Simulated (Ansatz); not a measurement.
CaO: energy above lowest point against volume scale

Free energy against uniform scaling of the volume at fixed shape and fractions; periodic cell, basis, potentials, k mesh and filling as listed. The results are calculated, by Ansatz 0.2.0.

The cell before it is scaled or strained (space group Fm-3m, No. 225):
```
cell vectors (Å)
   0.0000     2.4065     2.4065
   2.4065     0.0000     2.4065
   2.4065     2.4065     0.0000
atoms (fractions of the cell vectors)
Ca  0.00000  0.00000  0.00000
O   0.50000  0.50000  0.50000
```

Settings of every row: functional PBEsol; dispersion none; potentials all-electron LAPW; k mesh 8x8x8; k shift 0x0x0; occupations fixed; smearing width 0 eV; spin none.

```
row  volume scale  V (Å³/atom)  energy above lowest point (meV/atom)
  1          0.92       12.822                                  14.5
  2          0.96       13.379                                     0
  3             1       13.937                                   3.2
  4          1.04       14.494                                     ?
  5          1.08       15.052                                  49.3
```

Question: what energy above lowest point should row 4 give?

Worked fit of energy above lowest point. Take u = (V_r/V)^(2/3) − 1 with V_r = 13.658 Å³ an atom, which is twice the finite (Eulerian) strain; such expansions in the strain, on which the Birch-Murnaghan equation of state is built, carry the rest volume and the bulk modulus. The shown rows have u = 0.04301, 0.01385, -0.01339, -0.06274. Least squares give energy above lowest point = −0.36 − 117.4 × u + 10748 × u² meV/atom; a straight line predicts inner rows, each left out in turn, worse (root mean square 19 against 0.15 meV/atom). The rows lie off it by 0.0, -0.1, 0.1, 0.0. Its lowest point lies at u = 0.0055, or V = 13.55 Å³ an atom, and the curvature there gives the bulk modulus at fixed shape and fractions, B = (4/9)(1 + u)² E″(u)/V = 114 GPa. The withheld row has u = -0.03883, so the fit gives −0.36 − 117.4 × (-0.03883) + 10748 × (-0.03883)² = 20.4 meV/atom.

The calculation gave 20.6 meV/atom. The fit lies 0.2 meV/atom (0.41 % of the column's range) below it; its largest miss of a shown row is 0.1 meV/atom.
